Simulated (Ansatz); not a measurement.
All numbers below come from DFT PBE, scalar-relativistic, plane waves, PAW in Ansatz. Settings: cutoff 420 eV, Γ-centred meshes spaced at most about 0.3 Å⁻¹, and about 0.25 Å⁻¹ or finer for metals (2π included), Gaussian smearing. No spin polarisation in the final relaxations.

These are static total energies at zero pressure.

Two relaxed structures of MgH2:

1.

```cif
data_structure
_symmetry_space_group_name_H-M 'P4/mmm'
_symmetry_Int_Tables_number 123
_cell_length_a 3.2777
_cell_length_b 3.2777
_cell_length_c 2.6760
_cell_angle_alpha 90.000
_cell_angle_beta 90.000
_cell_angle_gamma 90.000
_cell_volume 28.75
loop_
_atom_site_label
_atom_site_type_symbol
_atom_site_symmetry_multiplicity
_atom_site_Wyckoff_symbol
_atom_site_fract_x
_atom_site_fract_y
_atom_site_fract_z
_atom_site_occupancy
Mg1 Mg 1 a 0.00000 0.00000 0.00000 1
H1 H 2 e 0.50000 0.00000 0.50000 1
```

2.

```cif
data_structure
_symmetry_space_group_name_H-M 'P-3m1'
_symmetry_Int_Tables_number 164
_cell_length_a 3.0188
_cell_length_b 3.0188
_cell_length_c 5.2396
_cell_angle_alpha 90.000
_cell_angle_beta 90.000
_cell_angle_gamma 120.000
_cell_volume 41.35
loop_
_atom_site_label
_atom_site_type_symbol
_atom_site_symmetry_multiplicity
_atom_site_Wyckoff_symbol
_atom_site_fract_x
_atom_site_fract_y
_atom_site_fract_z
_atom_site_occupancy
Mg1 Mg 1 a 0.00000 0.00000 0.00000 1
H1 H 2 d 0.33333 0.66667 0.17783 1
```

Problem. Which is lower in energy, and by how much?

Solution. Cell 2 is lower, by 237 meV/atom. Cell 1 has space group P4/mmm (No. 123), 9.6 Å³/atom and no gap on its mesh; cell 2 has the cadmium iodide type, space group P-3m1 (No. 164), 13.8 Å³/atom and a gap of 4.58 eV. Counting H atoms around Mg (those within 1.25 times the shortest such distance or 1.15 times the sum of covalent radii, 1.27 where that leaves under three), cell 1 has Mg 8 and cell 2 has Mg 6. In cell 1, around Mg lie 8 H at 2.12 Å; H is surrounded by 4 Mg at 2.12 Å, 4 H at 2.32 Å and 2 H at 2.68 Å. In cell 2, Mg is surrounded by 6 H at 1.98 Å; around H lie 3 Mg at 1.98 Å. Both come from invented guesses. The part of the Crystallography Open Database at hand lists MgH2 in space group No. 136, which no cell shown has.

Weakly bound directions are ill-defined at this level, which has no dispersion term (P-3m1), and this can change margins and order among such cells. Kohn–Sham gaps at this level usually fall short of measured ones. With hydrogen, zero-point motion can shift such differences by 10 meV/atom or more. Cells relaxed within their symmetry can be saddle points.
